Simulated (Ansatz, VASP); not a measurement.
## One calculation of AlRu (AlRu (110), 3 layers), two programs

```
Ru Al
1.0
     2.95357    0.00000    0.00000
     0.00000    4.17698    0.00000
     0.00000    0.00000   20.17700
Ru Al
3 3
Direct
  0.75000 0.25000 0.39649
  0.75000 0.75000 0.50000
  0.75000 0.25000 0.60351
  0.25000 0.75000 0.39649
  0.25000 0.25000 0.50000
  0.25000 0.75000 0.60351
```

Alike in both runs: task single point; functional LDA; k mesh 12 × 9 × 1; occupations fermi-dirac, width 0.05 eV; no spin polarisation.

|  | VASP | Ansatz |
| --- | --- | --- |
| version | VASP 6.6.1 | Ansatz 0.2.0 |
| potentials or method | VASP PAW LDA potentials, release 64 (Ru_pv, Al), cutoff 520 eV | all-electron LAPW, scalar-relativistic |

VASP gave:

```
rms of the force components (eV/Å) : 0.104
```

**Question.** Which values does Ansatz return?

**Answer.** rms of the force components (eV/Å): 0.119.

Ansatz ran all-electron here, so the differences hold the error of VASP's frozen core and of both bases.
